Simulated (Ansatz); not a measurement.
BaHfO3 in the cubic perovskite structure, relaxed with r2SCAN in Ansatz: it is cubic, Pm-3m (No. 221); a = 4.177 Å in the conventional setting, 14.58 Å³ an atom. Ba has 12 O at 2.95 Å; Hf has 6 O at 2.09 Å; O has 2 Hf at 2.09 Å and 4 Ba at 2.95 Å. It was then strained (isotropic on every length). Unstrained, HSE06 gives 5.177 eV (R → Γ, 4×4×4 mesh), and the band edges keep their places in every row. Stress is positive in compression. No spin polarisation and no zero-point or thermal motion.

```
strain (%)  ln(V/V₀)  ΔE_g, HSE06 (eV)  Δpressure, r2SCAN (GPa)  Δ(mean ε∞, r2SCAN)
      -3.0   -0.0914            +0.194                   +19.07               +0.06
      -2.0   -0.0606            +0.133                   +11.83               +0.03
      +1.0   +0.0299            -0.070                    -4.78               -0.02
      +2.0   +0.0594            -0.144                    -8.92               -0.03
      +3.0   +0.0887            -0.220                   -12.50               -0.03
      +4.0   +0.1177            -0.299                   -15.56               -0.03
```

(1) Fit ΔE_g = a x + b x² to these rows by least squares, with x = ln(V/V₀).

(2) Fit the change of pressure in the same way.

(3) Predict the withheld row at -1.0 % (x = -0.0302).

(4) Fit the last column too (unstrained value 4.34), and predict it for the withheld row.

Results:

(1) The normal equations take Σx² = 3.817e-02, Σx³ = 1.579e-03, Σx⁴ = 3.503e-04, ΣxΔE = -9.114e-02 and Σx²ΔE = -4.335e-03, and give a = -2.31 eV, b = -2.0 eV; the largest residual is 0.001 eV. a is the volume deformation potential of this gap.

(2) Δpressure = -174.2 x + (366) x² GPa. So B₀ = 174.2 GPa and B′ ≈ 2 × 366/174.2 = 4.2; two terms over so wide a range bias B₀ by a few per cent and B′ by more; the gap's pressure coefficient at zero is −a/B₀ = +13 meV/GPa, with HSE06's a and r2SCAN's B₀.

(3) ΔE_g ≈ -2.31 × (-0.0302) + (-2.0) × (-0.0302)² = +0.068 eV, and Δpressure ≈ +5.59 GPa. The runs give +0.068 eV and +5.51 GPa, off by 0.000 eV and -0.08 GPa.

(4) Δ = -0.49 x + (1.7) x², which gives +0.02 at x = -0.0302; the run gives +0.01.

No spin-orbit coupling is included; it can move band edges with weight on the heavy atoms by tenths of an eV.

The meshes of the hybrids are coarse, so their gaps aren't converged to the digits shown.

For a response run the program warns that the ground state's bands aren't all converged, so ε∞ carries an extra error.
